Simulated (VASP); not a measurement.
# TePb: single point with PBE

TePb:

```xyz
2
Lattice="0.0000 3.2310 3.2310 3.2310 0.0000 3.2310 3.2310 3.2310 0.0000" Properties=species:S:1:pos:R:3 pbc="T T T"
Pb    0.0000    0.0000    0.0000
Te    3.2310    3.2310    3.2310
```

```json
{
  "Program": "VASP 6.6.1",
  "Task": "single point",
  "Functional": "PBE",
  "Potentials or basis": "VASP PAW PBE potentials, release 64 (Pb, Te)",
  "Cutoff": "500 eV",
  "k mesh": "7 × 7 × 7",
  "Occupations": "gaussian, width 0.05 eV",
  "Spin": "no spin polarisation",
  "Further INCAR settings": "ALGO = Normal; EDIFF = 1.00e-06; NBANDS = 12"
}
```

```json
{"Pressure": "2.0 GPa"}
```

Levels at points of the mesh, in eV from the Fermi level:
```
           k point  band 3  band 4  band 5  band 6  band 7  band 8
(0.00, 0.00, 0.00)   -1.51   -1.51   -1.51    3.92    3.92    3.92
```

Wall time 15 s on 1 thread of Intel(R) Xeon(R) 6975P-C (Granite Rapids) (shared host), peak memory 0.21 GiB.

Caveat: this odd mesh misses L, where the gap lies, so gap, dielectric constants and Born charges aren't listed. The run has no spin-orbit coupling, so splittings on Pb, Te are missing.
